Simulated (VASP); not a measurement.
# Al: kinetic-energy density

Al, Fm-3m (no. 225), 1 atom in the cell. PBE; PAW potentials Al (PBE set).

## Input

INCAR:
```
PREC     = Accurate       # precision mode
ENCUT    = 520            # plane-wave cutoff, eV
EDIFF    = 1E-7           # SCF threshold, eV
ISMEAR   = 1              # smearing method
SIGMA    = 0.1            # smearing width, eV
LREAL    = F              # projectors in reciprocal space
LASPH    = T              # aspherical terms in the spheres
ALGO     = Normal         # electronic algorithm
NELM     = 100            # most SCF steps
ISIF     = 2              # what is computed and relaxed
LWAVE    = F              # write WAVECAR
LCHARG   = T              # write CHGCAR
LTAU     = T             
```

KPOINTS:
```
k-points
0
Gamma
  9 9 9
```

POSCAR:
```
Al
1.0
    0.0000000000      2.0248050000      2.0248050000
    2.0248050000      0.0000000000      2.0248050000
    2.0248050000      2.0248050000      0.0000000000
Al
1
Direct
    0.0000000000      0.0000000000      0.0000000000
```

Commands:
```
cat potpaw_PBE.64/Al/POTCAR > POTCAR
mpirun -np 1 vasp_std > vasp.out
```

## Result

- Kinetic energy of the pseudo orbitals (eV): 22.47

VASP 6.6.1 took 2.6 s on 1 core (Intel Xeon Platinum 8488C (Sapphire Rapids)), a shared host.
